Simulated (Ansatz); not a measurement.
Starting structure of a cell relaxation (symmetry kept):

```cif
data_structure
_symmetry_space_group_name_H-M 'P 1'
_symmetry_Int_Tables_number 1
_cell_length_a 3.8394
_cell_length_b 3.8394
_cell_length_c 4.7790
_cell_angle_alpha 90.000
_cell_angle_beta 90.000
_cell_angle_gamma 90.000
_cell_volume 70.45
loop_
_atom_site_label
_atom_site_type_symbol
_atom_site_fract_x
_atom_site_fract_y
_atom_site_fract_z
_atom_site_occupancy
Ti1 Ti 0.50000 0.50000 0.51640 1
Pb1 Pb 0.00000 0.00000 0.95751 1
O1 O 0.50000 0.50000 0.15229 1
O2 O 0.50000 0.00000 0.62750 1
O3 O 0.00000 0.50000 0.62750 1
```

Method: DFT PBE, scalar-relativistic, plane waves, PAW in Ansatz.

Plane waves to 420 eV, a k mesh through Γ of 8×8×6 on the computed 5-atom cell and Gaussian smearing (0.02 eV); no spin polarisation.

Problem. What does it relax to?

Solution. The volume stays the same within 0.01 Å³/atom to 14.09 Å³/atom, and the energy changes by under 0.1 meV/atom. Final structure:
```
Ti Pb O
1.0
     3.83936    0.00000    0.00000
     0.00000    3.83936    0.00000
     0.00000    0.00000    4.77895
Ti Pb O
1 1 3
Direct
  0.50000 0.50000 0.51640
  0.00000 0.00000 0.95751
  0.50000 0.50000 0.15229
  0.50000 0.00000 0.62750
  0.00000 0.50000 0.62750
```

Spin–orbit coupling is left out, which can shift energies with elements as heavy as these.